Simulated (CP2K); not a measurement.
TePb:

```
Pb Te
1.0
     4.56932    0.00000    0.00000
     2.28466    3.95715    0.00000
     2.28466    1.31905    3.73084
Pb Te
1 1
Direct
  0.00000 0.00000 0.00000
  0.50000 0.50000 0.50000
```

Base run:

```yaml
Program: CP2K 2026.2
Functional: PBE
Potentials_or_basis: POTENTIAL_UZH Pb GTH-PBE-q4, Te GTH-PBE-q6; ccGRB-D basis
Density_cutoff: 6123 eV
k_mesh: 7 × 7 × 7
Occupations: fermi-dirac, width 0.05 eV
Spin: no spin polarisation
```

Its results: pressure 3.9 GPa.

Q: The run is repeated on the same cell with these changes: potentials or basis from POTENTIAL_UZH Pb GTH-PBE-q4, Te GTH-PBE-q6; ccGRB-D basis to POTENTIAL_UZH Pb GTH-PBE-q4, Te GTH-PBE-q6; TZV2P-MOLOPT-PBE-GTH basis; basis sets from Pb ccGRB-D-q4, Te ccGRB-D-q6 to Pb TZV2P-MOLOPT-PBE-GTH-q4, Te TZV2P-MOLOPT-PBE-GTH-q6. What comes out?

A: Pressure 2.4 GPa.

Caveats: the basis of atomic orbitals isn't converged, which shifts pressures, moduli and gaps.
